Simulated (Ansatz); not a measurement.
**BAs**

The computed numbers are results of PBEsol, scalar-relativistic (no spin polarisation) in the plane-wave PAW code Ansatz at 420 eV, Γ-centred 12×12×12 mesh, 0.05 eV Gaussian smearing; PAW files: Ansatz's generated set soft_2.

```yaml
crystal:
  lattice:
    - [0.00000, 2.38394, 2.38394]
    - [2.38394, 0.00000, 2.38394]
    - [2.38394, 2.38394, 0.00000]
  atoms:
    - { symbol: B, position: [0.00000, 0.00000, 0.00000] }
    - { symbol: As, position: [0.75000, 0.75000, 0.75000] }
```

The chain of runs began from a cell as deposited in COD, expanded in volume.

The cell is relaxed to zero pressure at this level.

The cell has space group F-43m (read at 0.01 Å). In it the stress is 0.00, 0.00, 0.00, 0.00, 0.00, 0.00 GPa and the largest force component 0.000 eV/Å. Each change below starts from this cell, without further relaxation. Stress is in GPa, positive in compression, in the order xx, yy, zz, yz, xz, xy; energies are counted from the cell above.

Problem. What happens when atom 2 (As) is moved by 0.12 Å along x?

Solution. The energy changes by 118.3 meV per cell, and the force on it along the shift is -1.953 eV/Å (−F/u = 16.28 eV/Å²). Stress: 0.07, 1.38, 1.38, 5.31, 0.00, 0.00. The gap on the mesh goes from 1.09 eV to 0.11 eV (close to the smearing width).
| atom | Fx (eV/Å) | Fy | Fz |
| --- | --- | --- | --- |
| B1 | 1.953 | 0.000 | 0.000 |
| As2 | -1.953 | 0.000 | 0.000 |
In a harmonic crystal the energy would rise by −½F·u = ½ × 16.28 × 0.12² eV = 117.2 meV, which matches.

Problem. What stress follows from an engineering strain of -1 % in yy, atoms carried along?

Solution. 0.75, 2.81, 0.75, 0.00, 0.00, 0.00 GPa; the energy changes by 2.4 meV per cell. The gap on the mesh goes from 1.09 eV to 0.92 eV.
The change of the stress over the strain gives a clamped-atom stiffness of about 281 GPa for this component, a secant value that lies under the elastic constant in tension and over it in compression, by several per cent for each per cent of strain.
In a harmonic crystal the energy would rise by V(½Cε² − σ₀ε), with σ₀ the stress of the unstrained cell, = 2.4 meV, which matches.

Semilocal functionals underestimate band gaps, commonly by a third or more.
